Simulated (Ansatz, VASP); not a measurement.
Si in VASP and in Ansatz

```
Si
1.0
     0.00000    2.71692    2.71692
     2.71692    0.00000    2.71692
     2.71692    2.71692    0.00000
Si
2
Direct
  0.25000 0.25000 0.25000
  0.00000 0.00000 0.00000
```

Alike in both runs: functional PBEsol; k mesh 8 × 8 × 8; occupations gaussian, width 0.02 eV; no spin polarisation.

Ansatz relaxed the structure, and its values are those at the end. VASP's run is a single point on that final structure, the one shown.

|  | VASP | Ansatz |
| --- | --- | --- |
| version | VASP 6.6.1 | Ansatz 0.2.0 |
| potentials or method | VASP PAW PBE potentials, release 64 (Si) | scalar-relativistic, plane waves, PAW |
| plane-wave cutoff (eV) | 520 | 420 |
| valence electrons in the cell | 8 | 8 |

Ansatz gave:

- gap on the k mesh at the Fermi level (eV): 0.51
- least direct gap on the mesh (eV): 2.52
- pressure (GPa): 0.0

Problem. What did VASP give for the same quantities?

Solution. gap on the k mesh at the Fermi level (eV): 0.51; least direct gap on the mesh (eV): 2.52; pressure (GPa): 0.1.

Caveats: the PAW data sets were made with another functional, which shifts forces and pressure a little (VASP). As with any semilocal functional, this PBEsol gap is likely too small. A k mesh can miss the band edges.
